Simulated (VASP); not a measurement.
# WC (Qusongite) (P-6m2) in VASP: a series of runs

The runs below take WC (Qusongite) through relaxation of cell and atoms, with vdW-DF2, BEEF-vdW, rev-vdW-DF2.

Program: VASP 6.6.1. These are calculated values, not measurements. Logs are shortened: lines on timing, memory, paths and dates and some standing lists are left out, and cuts for length are marked.

### 1 The structure

The structure is hexagonal, space group P-6m2 (No. 187). The conventional cell has a = 2.907 Å, b = 2.907 Å, c = 2.837 Å, α = 90.00°, β = 90.00°, γ = 120.00°. W (site symmetry -6m2) is surrounded by 6 C at 2.20 Å. Around C (site symmetry -6m2) lie 6 W at 2.20 Å.

### 2 Relaxation of cell and atoms, vdW-DF2

The input, INCAR:

```
SYSTEM = WC
AGGAC    = 0.0          
ALGO     = Normal         ! electronic algorithm
EDIFF    = 1E-7           ! SCF threshold, eV
EDIFFG   = -0.005         ! ionic threshold
ENCUT    = 600            ! plane-wave cutoff, eV
GGA      = ML             ! functional
IBRION   = 2              ! ionic algorithm
ISIF     = 3              ! what is computed and relaxed
ISMEAR   = -1             ! smearing method
LASPH    = .True.         ! aspherical terms in the spheres
LCHARG   = .False.        ! write CHGCAR
LREAL    = .False.        ! projectors in reciprocal space
LUSE_VDW = .True.       
LWAVE    = .False.        ! write WAVECAR
NELM     = 60             ! most SCF steps
NSW      = 40             ! ionic steps
PREC     = Accurate       ! precision mode
SIGMA    = 0.05           ! smearing width, eV
ZAB_VDW  = -1.8867
```

The input, KPOINTS:

```
k-points
0
Gamma
  10 10 9
  0 0 0
```

The input, POSCAR:

```
WC
1.0
    2.9065000000      0.0000000000      0.0000000000
   -1.4532500000      2.5171028361      0.0000000000
    0.0000000000      0.0000000000      2.8366000000
W C
1 1
Direct
    0.0000000000      0.0000000000      0.0000000000
    0.6666666667      0.3333333333      0.5000000000
```

Potentials or basis: VASP PAW PBE potentials, release 64 (W_sv, C).

The run is started by

```bash
cat potpaw_PBE.64/W_sv/POTCAR potpaw_PBE.64/C/POTCAR > POTCAR
mpirun -np 1 vasp_std > vasp.out
```

OUTCAR:

```text
SYSTEM = WC
   EDIFF = 1E-7
   EDIFFG = -0.005
   ENCUT = 600
   GGA = ML
   IBRION = 2
   ISIF = 3
   ISMEAR = -1
   LASPH = .True.
   LREAL = .False.
   NELM = 60
   NSW = 40
   PREC = Accurate

 ion  position               nearest neighbor table
   1  0.000  0.000  0.000-   2 2.20   2 2.20   2 2.20   2 2.20   2 2.20   2 2.20
   2  0.667  0.333  0.500-   1 2.20   1 2.20   1 2.20   1 2.20   1 2.20   1 2.20

  LATTYP: Found a hexagonal cell.
 ALAT       =     2.9065000000
 C/A-ratio  =     0.9759504559

  Lattice vectors:

 A1 = (   2.9065000000,   0.0000000000,   0.0000000000)
 A2 = (  -1.4532500000,   2.5171028361,   0.0000000000)
 A3 = (   0.0000000000,   0.0000000000,   2.8366000000)

Analysis of symmetry for initial positions (statically):
=====================================================================
 Subroutine PRICEL returns:
 Original cell was already a primitive cell.

 Routine SETGRP: Setting up the symmetry group for a
 hexagonal supercell.

 Subroutine GETGRP returns: Found 12 space group operations
 (whereof 12 operations were pure point group operations)
 out of a pool of 24 trial point group operations.

The static configuration has the point symmetry D_3h.

Analysis of symmetry for dynamics (positions and initial velocities):
=====================================================================
 Subroutine PRICEL returns:
 Original cell was already a primitive cell.

 Routine SETGRP: Setting up the symmetry group for a
 hexagonal supercell.

 Subroutine GETGRP returns: Found 12 space group operations
 (whereof 12 operations were pure point group operations)
 out of a pool of 24 trial point group operations.

The dynamic configuration has the point symmetry D_3h.

 Subroutine INISYM returns: Found 12 space group operations
 (whereof 12 operations are pure point group operations),
 and found     1 'primitive' translations

----------------------------------------------------------------------------------------

                                     Primitive cell

  volume of cell :      20.7525

  direct lattice vectors                    reciprocal lattice vectors
     2.906500000  0.000000000  0.000000000     0.344056425  0.198641070  0.000000000
    -1.453250000  2.517102836  0.000000000     0.000000000  0.397282139  0.000000000
     0.000000000  0.000000000  2.836600000     0.000000000  0.000000000  0.352534725

  length of vectors
     2.906500000  2.906500000  2.836600000     0.397282139  0.397282139  0.352534725

  position of ions in fractional coordinates (direct lattice)
     0.000000000  0.000000000  0.000000000
     0.666666667  0.333333333  0.500000000

  ion indices of the primitive-cell ions
   primitive index   ion index
                 1           1
                 2           2

----------------------------------------------------------------------------------------

 KPOINTS: k-points

Automatic generation of k-mesh.
 Grid dimensions read from file:
 generate k-points for:   10   10    9

 Generating k-lattice:

  Cartesian coordinates                     Fractional coordinates (reciprocal lattice)
     0.034405643  0.019864107  0.000000000     0.100000000  0.000000000  0.000000000
     0.000000000  0.039728214  0.000000000     0.000000000  0.100000000  0.000000000
     0.000000000  0.000000000  0.039170525     0.000000000  0.000000000  0.111111111

  Length of vectors
     0.039728214  0.039728214  0.039170525

  Shift w.r.t. Gamma in fractional coordinates (k-lattice)
     0.000000000  0.000000000  0.000000000

 Subroutine IBZKPT returns following result:
 ===========================================

 Found     70 irreducible k-points:

 Following reciprocal coordinates:
            Coordinates               Weight
  0.000000  0.000000  0.000000      1.000000
  0.100000  0.000000  0.000000      6.000000
  0.200000  0.000000  0.000000      6.000000
  0.300000  0.000000  0.000000      6.000000
  0.400000  0.000000  0.000000      6.000000
  0.500000  0.000000  0.000000      3.000000
[... 16 lines left out ...]
  0.300000  0.100000  0.111111     24.000000
  0.400000  0.100000  0.111111     24.000000
 [... further k-points ...]
   k-points           NKPTS =     70   k-points in BZ     NKDIM =     70   number of bands    NBANDS=     13
   number of dos      NEDOS =    301   number of ions     NIONS =      2
   total plane-waves  NPLWV =  13824
   dimension x,y,z NGX =    24 NGY =   24 NGZ =   24
   dimension x,y,z NGXF=    48 NGYF=   48 NGZF=   48
   ions per type =               1   1
   NGX,Y,Z   is equivalent  to a cutoff of  13.73, 13.73, 14.07 a.u.
   NGXF,Y,Z  is equivalent  to a cutoff of  27.46, 27.46, 28.13 a.u.
 SYSTEM =  WC
   PREC   = accura    normal or accurate (medium, high low for compatibility)
   ISTART =      0    job   : 0-new  1-cont  2-samecut
   ICHARG =      2    charge: 1-file 2-atom 10-const
   ISPIN  =      1    spin polarized calculation?
   LNONCOLLINEAR =      F non collinear calculations
   LSORBIT =      F    spin-orbit coupling
   LASPH  =      T    aspherical Exc in radial PAW
   ENCUT  =  600.0 eV  44.10 Ry    6.64 a.u.   5.81  5.81  5.67*2*pi/ulx,y,z
   NELM   =     60;   NELMIN=  2; NELMDL= -5     # of ELM steps
   EDIFF  = 0.1E-06   stopping-criterion for ELM
   LREAL  =      F    real-space projection
   EDIFFG = -.5E-02   stopping-criterion for IOM
   NSW    =     40    number of steps for IOM
   IBRION =      2    ionic relax: 0-MD 1-quasi-New 2-CG
   NFREE  =      1    steps in history (QN), initial steepest desc. (CG)
   ISIF   =      3    stress and relaxation
   ISYM   =      2    0-nonsym 1-usesym 2-fastsym
   POTIM  = 0.5000    time-step for ionic-motion
   TEBEG  =    0.0;   TEEND  =   0.0 temperature during run
   PSTRESS=    0.0 pullay stress
   NELECT =      18.0000    total number of electrons
   NUPDOWN=      -1.0000    fix difference up-down
   EMIN   =  10.00;   EMAX   =-10.00  energy-range for DOS
   EFERMI =   0.00;   METHOD = LEGACY
   ISMEAR =    -1;   SIGMA  =   0.05  broadening in eV -4-tet -1-fermi 0-gaus
   EFERMI_NEDOS =   21; number of points for ismear=-14 and -15
   IALGO  =     38    algorithm
   IMIX   =      4    mixing-type and parameters
     AMIX     =   0.40;   BMIX     =  1.00
     AMIX_MAG =   1.60;   BMIX_MAG =  1.00
  volume/ion in A,a.u.               =      10.38        70.02
  Fermi-wavevector in a.u.,A,eV,Ry     =   1.561262  2.950358 33.164744  2.437540
  Thomas-Fermi vector in A             =   2.664353
   LORBIT       =      0    0 simple, 1 ext, 2 COOP (PROOUT), +10 PAW based schemes
   GGA     = ML    functional components
   LHFCALC =     F    Hartree Fock is set to
   AEXX    =    0.0000 exact exchange contribution
   IVDW_NL    =     1    kernel type
   BPARAM     = 6.3000
   IVDW    =     0    specifies the selected vdW correction
   LEPSILON=     F    determine dielectric tensor
   LRPA    =     F    only Hartree local field effects (RPA)
 conjugate gradient relaxation of ions
 non-spin polarized calculation
  energy-cutoff  :      600.00
  volume of cell :       20.75
 maximum number of plane-waves:       703
 NGX is ok and might be reduce to    24
   NGX = 11   NGY = 11   NGZ = 11

--------------------------------------- Ionic step        1  -------------------------------------------

 number of electron      18.0000000 magnetization

 Free energy of the ion-electron system (eV)
  ---------------------------------------------------
  ext. energy  EPLUGINS =         0.00000000
  ---------------------------------------------------
  free energy    TOTEN  =       -15.92003321 eV

  energy without entropy =      -15.91806265  energy(sigma->0) =      -15.91904793

------------------------ aborting loop because EDIFF is reached ----------------------------------------

  FORCE on cell =-STRESS in cart. coord.  units (eV):
  Direction    XX          YY          ZZ          XY          YZ          ZX
  --------------------------------------------------------------------------------------
  -------------------------------------------------------------------------------------
  Total        3.5282782      3.5282782      3.7056718     -0.0000000      0.0000000      0.0000000
  in kB      272.3980630    272.3980630    286.0936021     -0.0000000      0.0000000      0.0000000
  external PRESSURE =     276.9632427 kB  Pullay stress =       0.0000000 kB
[... 23 lines left out ...]
Total vdW correction in eV:      1.8076675

--------------------------------------- Ionic step        2  -------------------------------------------

 number of electron      17.9999998 magnetization

 E-fermi :   8.0159     XC(G=0): -12.0494

 val. band max:        7.9857272516   @ k =   0.0000   0.0000   0.3333
 cond. band min:       8.0201880770   @ k =   0.0000   0.0000   0.1111
 fundamental gap:      0.0344608253
 Fermi energy:         8.0159092560

 k-point     1 :       0.0000    0.0000    0.0000
  band No.  band energies     occupation
      1     -66.4829      2.00000
      2     -30.5162      2.00000
      3     -30.4471      2.00000
      4     -30.4471      2.00000
      5      -4.4534      2.00000
      6       4.9469      2.00000
      7       5.5905      2.00000
      8       5.5905      2.00000
      9       8.0499      0.67266
     10      10.1598      0.00000
     11      10.1598      0.00000
     12      12.1893      0.00000
     13      12.1893      0.00000
[... 631 lines left out ...]
Total vdW correction in eV:      1.8851851

--------------------------------------- Ionic step        9  -------------------------------------------

 number of electron      18.0000000 magnetization

 Free energy of the ion-electron system (eV)
  ---------------------------------------------------
  ext. energy  EPLUGINS =         0.00000000
  ---------------------------------------------------
  free energy    TOTEN  =       -16.04456651 eV

  energy without entropy =      -16.04256997  energy(sigma->0) =      -16.04356824

 E-fermi :  10.2878     XC(G=0): -12.9816

 val. band max:       10.2689755926   @ k =   0.4000   0.2000   0.0000
 cond. band min:      10.3245233077   @ k =   0.1000   0.0000   0.3333
 fundamental gap:      0.0555477151
 Fermi energy:        10.2878255072

 k-point     1 :       0.0000    0.0000    0.0000
  band No.  band energies     occupation
      1     -63.8881      2.00000
      2     -27.9026      2.00000
      3     -27.8294      2.00000
      4     -27.8294      2.00000
      5      -3.4649      2.00000
      6       6.4344      2.00000
      7       7.2099      2.00000
      8       7.2099      2.00000
      9      10.3637      0.35992
     10      13.1720      0.00000
     11      13.1720      0.00000
     12      15.3717      0.00000
     13      15.3717      0.00000
[... 397 lines left out ...]
  FREE ENERGIE OF THE ION-ELECTRON SYSTEM (eV)
  ---------------------------------------------------
  free  energy   TOTEN  =       -16.0445665127 eV

  energy  without entropy=      -16.0425699736  energy(sigma->0) =      -16.04356824

Total vdW correction in eV:      1.8834046

 reached required accuracy - stopping structural energy minimisation
```

Run time: 3.7 min. Hardware: 1 thread of Intel Xeon Platinum 8375C at 2.90GHz (Ice Lake), shared host; peak memory 0.29 GiB.

Results:

```
Free energy                            : -16.0446 eV
Relaxed volume                         : 11.15 Å³/atom
Relaxed cell                           : a = 2.981 Å, b = 2.981 Å, c = 2.897 Å, α = 90.00°, β = 90.00°, γ = 120.00°
Space group after relaxing (to 0.05 Å) : P-6m2 (No. 187)
Energy gained by relaxing              : 62.3 meV/atom
Ionic steps                            : 9
Pressure after relaxing                : 0.0 GPa
Band gap on the k mesh                 : none (metal or under the smearing width)
```

Step by step:
```
step  energy change (eV)  largest force (eV/Å)  pressure (GPa)  volume (Å³)
   1              0.0000                0.0000           27.70        20.75
   2              0.5120                0.0000          -39.67        26.62
   3             -0.1231                0.0000           -1.54        22.38
   4             -0.1237                0.0000           -0.11        22.29
   5             -0.1236                0.0000            0.36        22.26
   6             -0.1240                0.0000            0.34        22.28
   7             -0.1245                0.0000            0.34        22.27
   8             -0.1245                0.0000           -0.55        22.33
   9             -0.1245                0.0000            0.01        22.29
```

Final structure:
```yaml
crystal:
  lattice:
    - [2.98094, 0.00000, 0.00000]
    - [-1.49047, 2.58157, 0.00000]
    - [0.00000, 0.00000, 2.89686]
  atoms:
    - { symbol: W, position: [0.00000, 0.00000, 0.00000] }
    - { symbol: C, position: [0.66667, 0.33333, 0.50000] }
```

Levels at points of the mesh, in eV from the Fermi level:
| k point | band 5 | band 6 | band 7 | band 8 | band 9 | band 10 | band 11 | band 12 | band 13 |
| --- | --- | --- | --- | --- | --- | --- | --- | --- | --- |
| (0.00, 0.00, 0.00) | -13.75 | -3.85 | -3.08 | -3.08 | 0.08 | 2.88 | 2.88 | 5.08 | 5.08 |
| (0.50, 0.00, 0.00) | -10.76 | -6.52 | -3.27 | -3.16 | -0.50 | 2.13 | 4.01 | 4.25 | 6.36 |

Caveat: the PAW data sets were made with another functional, which shifts forces and pressure a little. Zero-point motion and thermal expansion aren't in these numbers.

### 3 Relaxation of cell and atoms, BEEF-vdW

The input, INCAR:

```
SYSTEM = WC
ALGO = Normal
EDIFF = 1E-6
EDIFFG = -0.01
ENCUT = 600
GGA = BF
IBRION = 2
ISIF = 3
ISMEAR = -1
LASPH = .True.
LCHARG = .False.
LREAL = .False.
LUSE_VDW = .True.
LWAVE = .False.
NELM = 60
NSW = 60
PREC = Accurate
SIGMA = 0.05
ZAB_VDW = -1.8867
```

KPOINTS is that of step 2.

POSCAR is that of step 2.

Potentials or basis: VASP PAW PBE potentials, release 64 (W_sv, C).

The run is started by

```bash
cat potpaw_PBE.64/W_sv/POTCAR potpaw_PBE.64/C/POTCAR > POTCAR
mpirun -np 1 vasp_std > vasp.out
```

It took 2.5 min on 1 thread of Intel Xeon Platinum 8375C at 2.90GHz (Ice Lake), shared host; peak memory 0.28 GiB.

Results (log left out):

```yaml
Free_energy: -17.8518 eV
Relaxed_volume: 10.55 Å³/atom
Relaxed_cell: a = 2.924 Å, b = 2.924 Å, c = 2.850 Å, α = 90.00°, β = 90.00°, γ = 120.00°
Space_group_after_relaxing_to_0.05_Å: P-6m2 (No. 187)
Energy_gained_by_relaxing: 3.5 meV/atom
Ionic_steps: 6
Pressure_after_relaxing: 0.1 GPa
Band_gap_on_the_k_mesh: none (metal or under the smearing width)
```

Step by step:
```
step  energy change (eV)  largest force (eV/Å)  pressure (GPa)  volume (Å³)
   1              0.0000                0.0000            6.59        20.75
   2              0.0415                0.0000          -15.44        22.06
   3             -0.0069                0.0000           -0.08        21.10
   4             -0.0069                0.0000            0.02        21.10
   5             -0.0070                0.0000            0.05        21.10
   6             -0.0070                0.0000            0.05        21.10
```

Final structure:
```xyz
2
Lattice="2.9237 0.0000 0.0000 -1.4618 2.5320 0.0000 0.0000 0.0000 2.8502" Properties=species:S:1:pos:R:3 pbc="T T T"
W     0.0000    0.0000    0.0000
C     1.4618    0.8440    1.4251
```

Levels at points of the mesh, in eV from the Fermi level:
| k point | band 7 | band 8 | band 9 | band 10 | band 11 | band 12 |
| --- | --- | --- | --- | --- | --- | --- |
| (0.00, 0.00, 0.00) | -3.26 | -3.26 | 0.08 | 3.13 | 3.13 | 5.50 |
| (0.50, 0.00, 0.00) | -3.52 | -3.47 | -0.50 | 2.28 | 4.38 | 4.71 |

Caveat: the PAW data sets were made with another functional, which shifts forces and pressure a little. The run has no spin-orbit coupling, so splittings on W are missing.

### 4 Relaxation of cell and atoms, rev-vdW-DF2

The input, INCAR:

```
SYSTEM = WC
PREC = Accurate ; ENCUT = 600
EDIFF = 1E-7 ; ISMEAR = -1
SIGMA = 0.05 ; LREAL = .FALSE.
LASPH = .TRUE. ; NELM = 60
ALGO = Fast ; ISIF = 3
LWAVE = .FALSE. ; LCHARG = .FALSE.
GGA = MK ; LUSE_VDW = .TRUE.
AGGAC = 0.0 ; PARAM1 = 0.1234
PARAM2 = 0.711357 ; ZAB_VDW = -1.8867
IBRION = 2 ; NSW = 60
EDIFFG = -0.01
```

The input, KPOINTS:

```
Automatic mesh
0
G
  10 10 9
  0 0 0
```

POSCAR is that of step 3.

The run is started by

```bash
cat potpaw_PBE.64/W_sv/POTCAR potpaw_PBE.64/C/POTCAR > POTCAR
mpirun -np 1 vasp_std > vasp.out
```

Run time: 2.5 min. Hardware: 1 thread of Intel Xeon Platinum 8375C at 2.90GHz (Ice Lake), shared host; peak memory 0.28 GiB.

It converged, with:

```
Free energy                            : -19.0600 eV
Relaxed volume                         : 10.47 Å³/atom
Relaxed cell                           : a = 2.916 Å, b = 2.916 Å, c = 2.844 Å, α = 90.00°, β = 90.00°, γ = 120.00°
Space group after relaxing (to 0.05 Å) : P-6m2 (No. 187)
Energy gained by relaxing              : 1.1 meV/atom
Ionic steps                            : 6
Pressure after relaxing                : 0.0 GPa
Band gap on the k mesh                 : none (metal or under the smearing width)
```

The path:
```tsv
step	energy change (eV)	largest force (eV/Å)	pressure (GPa)	volume (Å³)
1	0.0000	0.0000	3.70	20.75
2	0.0142	0.0000	-9.54	21.48
3	-0.0022	0.0000	-0.03	20.95
4	-0.0022	0.0000	0.02	20.94
5	-0.0022	0.0000	0.03	20.95
6	-0.0022	0.0000	0.03	20.94
```

Final structure:
```
CELL_PARAMETERS angstrom
2.91604 0.00000 0.00000
-1.45802 2.52537 0.00000
0.00000 0.00000 2.84399
ATOMIC_POSITIONS crystal
W 0.00000 0.00000 0.00000
C 0.66667 0.33333 0.50000
```

Levels at points of the mesh, in eV from the Fermi level:
```tsv
k point	band 6	band 7	band 8	band 9	band 10	band 11	band 12	band 13
(0.00, 0.00, 0.00)	-4.24	-3.29	-3.29	0.10	3.18	3.18	5.55	5.55
(0.50, 0.00, 0.00)	-6.94	-3.56	-3.51	-0.45	2.31	4.45	4.79	6.79
```

Caveat: the PAW data sets were made with another functional, which shifts forces and pressure a little. Zero-point motion and thermal expansion aren't in these numbers.

### 5 For comparison

An earlier run on the cell as given: functional PBEsol; potentials or basis VASP PAW PBE potentials, release 64 (W_sv, C); cutoff 520 eV; k mesh 10 × 10 × 9; occupations fermi-dirac, width 0.05 eV; no spin polarisation.

- Pressure: -2.3 GPa
- Band gap on the k mesh: none (metal or under the smearing width)

### 6 Summary

| task | level | cell | cutoff (eV) | ladder | gap on the mesh (eV) | pressure (GPa) | relaxed volume (Å³/atom) |
| --- | --- | --- | --- | --- | --- | --- | --- |
| relaxation of cell and atoms | vdW-DF2 | relaxed | 600 | - | none | 0.0 | 11.15 |
| relaxation of cell and atoms | BEEF-vdW | relaxed | 600 | - | none | 0.1 | 10.55 |
| relaxation of cell and atoms | rev-vdW-DF2 | relaxed | 600 | - | none | 0.0 | 10.47 |
| single point | PBEsol | as given | 520 | free | none | -2.3 | - |

Alike in all rows: potentials or basis VASP PAW PBE potentials, release 64 (W_sv, C); no spin polarisation; k mesh 10 × 10 × 9; smearing fermi-dirac 0.05 eV.

Caveats: the PAW data sets were made with another functional, which shifts forces and pressure a little.

Absolute energies hang on the potentials; compare differences alone.
